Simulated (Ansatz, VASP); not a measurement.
**One calculation of Rb, two programs**

```
Rb
1.0
    -2.54491    2.54491    2.54491
     2.54491   -2.54491    2.54491
     2.54491    2.54491   -2.54491
Rb
1
Direct
  0.00000 0.00000 0.00000
```

Alike in both runs: task relaxation of cell and atoms; functional PBEsol; k mesh 12 × 12 × 12; occupations gaussian, width 0.1 eV; no spin polarisation.

|  | VASP | Ansatz |
| --- | --- | --- |
| version | VASP 6.6.1 | Ansatz 0.2.0 |
| potentials or method | VASP PAW PBE potentials, release 64 (Rb_sv) | scalar-relativistic, plane waves, PAW |
| plane-wave cutoff (eV) | 600 | 420 |
| valence electrons in the cell | 9 | 9 |

Ansatz gave:

```
gap on the k mesh at the Fermi level, each at its own relaxed structure (eV) : none
relaxed volume (Å³/atom)                                                     : 86.16
relaxed cell length with the largest relative difference (Å)                 : 4.819
energy change over the relaxation (meV/atom)                                 : -68
```

Question: Which values does VASP return?

Answer: gap on the k mesh at the Fermi level, each at its own relaxed structure (eV): none; relaxed volume (Å³/atom): 86.51; relaxed cell length with the largest relative difference (Å): 4.826; energy change over the relaxation (meV/atom): -68.

A gap of «none» marks a metal or a gap that the smearing closes.

Caveats: the volume moved by over 15 % at a fixed basis, so the end points are rough (VASP); the PAW data sets were made with another functional, which shifts forces and pressure a little (VASP). Zero-point motion and thermal expansion aren't in these numbers.
